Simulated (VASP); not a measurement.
# Ni: elastic constants with LDA

Crystal: Ni.

```
Ni
1.0
     0.00000    1.77565    1.77565
     1.77565    0.00000    1.77565
     1.77565    1.77565    0.00000
Ni
1
Direct
  0.00000 0.00000 0.00000
```

```
Program                   : VASP 6.6.1
Task                      : elastic constants
Functional                : LDA
Potentials or basis       : VASP PAW LDA potentials, release 64 (Ni)
Cutoff                    : 600 eV
k mesh                    : 8 × 8 × 8
Occupations               : gaussian, width 0.1 eV
Spin                      : collinear spin, ferromagnetic start
Starting moments          : [1.0] μB
Ions in elastic constants : relaxed
Further INCAR settings    : ALGO = Normal; EDIFF = 1e-08; IBRION = 6; POTIM = 0.015; NSW = 1; ISIF = 3
```

The relaxed volume is 10.05 Å³/atom and the relaxed cell is a = 2.422 Å, b = 2.422 Å, c = 2.422 Å, α = 60.00°, β = 60.00°, γ = 60.00°. The space group after relaxing (to 0.05 Å) is Fm-3m (No. 225). The net moment is 0.70 μB per cell. The site moments are Ni +0.70 μB, the valence electrons inside the program's atomic spheres are Ni 9.47 and the elastic constants C11, C12, C44 are 324, 217, 167 GPa. The voigt bulk modulus is 253 GPa.

Step by step:
```
step  energy change (eV)  largest force (eV/Å)  pressure (GPa)  volume (Å³)
   1              0.0000                0.0000          -21.04        11.20
   2              0.0280                0.0000           37.46         8.98
   3             -0.0839                0.0000           -0.60        10.07
   4             -0.0839                0.0000           -0.07        10.05
   5             -0.0839                0.0000            0.49        10.03
   6             -0.0839                0.0000           -0.52        10.07
   7             -0.0839                0.0000            0.00        10.05
```

Final structure:
```
CELL_PARAMETERS angstrom
0.00000 1.71270 1.71270
1.71270 0.00000 1.71270
1.71270 1.71270 0.00000
ATOMIC_POSITIONS crystal
Ni 0.00000 0.00000 0.00000
```

Elastic tensor in Voigt notation (GPa, in the Cartesian axes of the cell as first typed):
```
324 217 217   0   0   0
217 324 217   0   0   0
217 217 324   0   0   0
  0   0   0 167   0   0
  0   0   0   0 167   0
  0   0   0   0   0 167
```

Clamped-ion elastic tensor (GPa):
```
324 217 217   0   0   0
217 324 217   0   0   0
217 217 324   0   0   0
  0   0   0 167   0   0
  0   0   0   0 167   0
  0   0   0   0   0 167
```

Run time: 2.5 min on 1 thread of Intel(R) Xeon(R) Platinum 8559C (Emerald Rapids) (shared host), peak memory 0.18 GiB.

Caveat: the k mesh is coarse (spacing up to 0.38 Å⁻¹), so the values aren't converged.
